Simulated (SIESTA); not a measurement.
TiSi under changes of volume

One of the cells (14.630 Å³/atom); the others are scaled copies at fixed shape and fractional positions:

```
Ti Si
1.0
     1.81618   -2.11762    0.00000
     1.81618    2.11762    0.00000
     0.00000    0.00000    3.80393
Ti Si
1 1
Direct
  0.50000 0.50000 0.00000
  0.00000 0.00000 0.50000
```

The cell comes from a database or a generator and needn't be the stable form of this composition.

* Program: SIESTA 5.4.2
* Functional: PBEsol
* Potentials or basis: PseudoDojo 0.4 standard (PBEsol files)
* Basis: DZP (energy shift 0.003 Ry; two zetas on semicore shells)
* Grid cutoff: 800 Ry
* Energy shift: 0.003 Ry
* k mesh: 10 × 10 × 7
* Occupations: fermi-dirac, width 0.05 eV
* Spin: no spin polarisation

```csv
volume (Å³/atom),energy over the lowest point (meV/atom),pressure (GPa)
13.752,7.53,5.4
14.045,0.85,2.0
14.337,0.00,-1.0
14.630,4.42,-3.8
14.922,?,?
15.215,27.30,-8.5
15.508,44.80,-10.5
```

Q: What does the run at 14.922 Å³/atom give?

A: Energy over the lowest point 13.68 meV/atom; pressure -6.3 GPa.

Worked out: A Birch-Murnaghan fit of order 3 (a polynomial in V^(-2/3)) to the other rows has its minimum at 14.23 Å³/atom with B0 = V·E''(V) = 146 GPa and B' = 3.9 at fixed shape and positions, which overstates the stiffness. It gives 13.67 meV/atom at 14.922 Å³/atom, against the run's 13.68, and -dE/dV = -6.3 GPa, against -6.3.

Energies are extrapolated to zero smearing.

Caveats: the basis of atomic orbitals isn't converged, which shifts pressures, moduli and gaps.
